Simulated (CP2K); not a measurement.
Runs of CP2K 2026.2 on GaSb. The structure is cubic, space group F-43m (No. 216). Conventional cell: a = 6.118 Å, b = 6.118 Å, c = 6.118 Å, α = 90.00°, β = 90.00°, γ = 90.00°. Sb (site symmetry -43m) is surrounded by 4 Ga at 2.65 Å. Around Ga (site symmetry -43m) lie 4 Sb at 2.65 Å. 

```csv
level,gap on the mesh (eV),pressure (GPa)
M06-L,(c),3.2
LDA,none,0.6
BLYP,none,(a)
PBE,0.08,3.0
RPBE,0.16,(b)
```

Alike in all rows: task band structure; potentials or basis POTENTIAL_UZH Sb GTH-PBE-q5, Ga GTH-PBE-q13; TZVP-MOLOPT-PBE-GTH basis; no spin polarisation; cell as given; k mesh 8 × 8 × 8; smearing fermi-dirac 0.05 eV.

Fill in the values left out.

(a) 5.6; (b) 4.0; (c) 0.39.

Caveats: spin-orbit coupling is left out, which moves the levels of the heavy elements; the basis of atomic orbitals isn't converged, which shifts pressures, moduli and gaps; the potentials were made for another functional, which shifts forces and pressure (some runs).

A k mesh can miss the band edges, and the runs leave out spin-orbit coupling on Ga, Sb.

A gap of «none» marks a metal or a gap under the smearing width.
